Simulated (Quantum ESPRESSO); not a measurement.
Entries from a set of simulations; values are calculated unless marked as measured.

```
! title: E(M) of MnO2
! method: PW91; plane waves with GBRV 1.5 LDA potentials, no spin-orbit coupling (and 1 further level or step)
! program: Quantum ESPRESSO 7.5
! settings of one run: GBRV 1.5 LDA, potential files Mn: mn_lda_v1.5.uspp.F.UPF, O: o_lda_v1.2.uspp.F.UPF, cutoff 544.23 eV, 8×8×8 k-mesh, 23 bands, fermi-dirac occupations, smearing width 0.1 eV, collinear spin, SCF threshold 6.00e-9, startingwfc random, input dft pw91, starting moments 4.5 0 0 μB
! cost: 8 runs, 3.8 min in all on 2 MPI ranks of AMD EPYC 9R45, shared host (the runs of this entry)
! notes: The run is spin-polarised, with a total moment of 3.00 μB a cell (absolute 3.05). Known weakness: potentials made for another functional. The cell holds one seeded atom, so opposed orders, which may lie lower, cannot form in it. No Hubbard term acts here. In such compounds local and semilocal functionals without one often delocalise the d electrons, and can shrink or lose moments and miss the size, sign and order of the couplings.
! moment of the free run: 3.00 μB a cell
! energy at zero total moment: 1127 meV a cell over the lowest
CELL_PARAMETERS angstrom
2.85658 0.00000 0.00000
-1.42829 2.47387 0.00000
0.00000 0.00000 4.60137
ATOMIC_POSITIONS crystal
Mn 0.00000 0.00000 0.50000
O 0.66667 0.33333 0.29371
O 0.33333 0.66667 0.70629
```

[Logs and program files are shortened in this print: banners, set-up blocks, solver, clock and traceback lines can be left out without a mark of their own.]

[Logs are printed without paths, hosts, clocks, repeated set-up lines and the standing remarks that a program may print on its own settings, such as how far it seeks lower states.]

[Hosts, paths, dates, database ids (printed as entryN), source tags and the programs' standing remarks are cut or masked in the printed files.]

[Where a cell is said to come from a database of computed structures, the database is the Materials Project.]
